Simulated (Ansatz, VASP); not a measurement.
Two plane-wave programs on NaF (Villiaumite)

The input INCAR:

```
PREC = Accurate
ENCUT = 520
EDIFF = 1E-7
ISMEAR = -1
SIGMA = 0.05
LREAL = F
LASPH = T
NELM = 60
ALGO = Normal
ISIF = 2
LWAVE = F
LCHARG = F
GGA = PE
NBANDS = 14
```

The input KPOINTS:

```
regular mesh
0
Gamma
  10 10 10
```

POSCAR

```
NaF
1.0
    0.0000000000      2.3505298169      2.3505298169
    2.3505298169      0.0000000000      2.3505298169
    2.3505298169      2.3505298169      0.0000000000
Na F
1 1
Direct
    0.0000000000      0.0000000000      0.0000000000
    0.5000000000      0.5000000000      0.5000000000
```

input.yaml

```yaml
crystal:
  lattice:
    - [0.0, 2.3505298169, 2.3505298169]
    - [2.3505298169, 0.0, 2.3505298169]
    - [2.3505298169, 2.3505298169, 0.0]
  atoms:
    - { symbol: Na, position: [0.0, 0.0, 0.0] }
    - { symbol: F, position: [0.5, 0.5, 0.5] }
hamiltonian:
  xc: pbe
  pseudopotentials: { kind: paw }
kpoints:
  mp_grid: { grid: [10, 10, 10] }
scf:
  occupations: { method: fermi_dirac, width: 0.05 }
output:
  forces: true
  stress: true
  eigenvalues: true
```

Change from the starting cell: volume scaled by 1.04.

Alike in both runs: task single point; functional PBE; k mesh 10 × 10 × 10; occupations fermi-dirac, width 0.05 eV; no spin polarisation.

|  | VASP | Ansatz |
| --- | --- | --- |
| version | VASP 6.6.1 | Ansatz 0.2.0 |
| potentials or method | VASP PAW PBE potentials, release 64 (Na_pv, F) | Ansatz PAW |
| plane-wave cutoff (eV) | 520 | 420 |
| valence electrons in the cell | 14 | 16 |

|  | VASP | Ansatz | Ansatz less VASP |
| --- | --- | --- | --- |
| gap on the k mesh at the Fermi level (eV) | 6.07 | 6.09 | +0.015 |
| least direct gap on the mesh (eV) | 6.07 | 6.09 | +0.015 |
| pressure (GPa) | -0.1 | 0.0 | +0.14 |

The two sets of potentials don't hold the same shells in valence.

Caveats: the pressure holds a Pulay correction of +0.4 GPa for the finite cutoff (Ansatz). A k mesh can miss the band edges.
